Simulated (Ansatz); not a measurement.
**Straining BaTiO3**

Theory: Ansatz, DFT PBEsol, scalar-relativistic, plane waves, PAW. Run with 420 eV cutoff, 8×8×8 k-mesh, Gaussian smearing of 0.02 eV, no spin polarisation.

The relaxed crystal:

```
CELL_PARAMETERS angstrom
3.96987 0.00000 0.00000
0.00000 3.96987 0.00000
0.00000 0.00000 3.96987
ATOMIC_POSITIONS crystal
Ba 0.50000 0.50000 0.50000
Ti 0.00000 0.00000 0.00000
O 0.50000 0.00000 0.00000
O 0.00000 0.50000 0.00000
O 0.00000 0.00000 0.50000
```

Deformation: c alone is stretched, the rest of the cell is held and the atoms relax, all within the symmetry that the strain leaves. Energies are extrapolated to zero smearing. Gaps are Kohn–Sham gaps over the whole zone.

Spin-orbit coupling is left out, which matters for the bands and energies of heavy elements.

| strain (%) | ΔE (meV/atom) | a (Å) | b (Å) | c (Å) | gap (eV) |
| --- | --- | --- | --- | --- | --- |
| -3.0 | 12.4 | 3.970 | 3.970 | 3.851 | 1.80 |
| -2.0 | 5.3 | 3.970 | 3.970 | 3.890 | 1.81 |
| -1.0 | 1.2 | 3.970 | 3.970 | 3.930 | 1.81 |
| +0.0 | 0.0 | 3.970 | 3.970 | 3.970 | 1.82 |
| +1.0 | 1.2 | 3.970 | 3.970 | 4.010 | 1.77 |
| +2.0 | 4.6 | 3.970 | 3.970 | 4.049 | 1.73 |
| +3.0 | 10.1 | 3.970 | 3.970 | 4.089 | 1.69 |

Q: What stiffness (1/V) d²E/dε² at zero strain does a cubic fit over all points give?

A: A cubic fit gives (1/V) d²E/dε² = 321 GPa at zero strain (the elastic constant along c at held a and b).

Q: How fast does the gap move with strain on either side?

A: 2 meV per percent on the compressed side and -43 meV per percent on the stretched side; it is indirect at -1.0 %, indirect at zero and indirect at +1.0 %.

Symmetry holds off the tilts and polar distortions that many cubic perovskites undergo.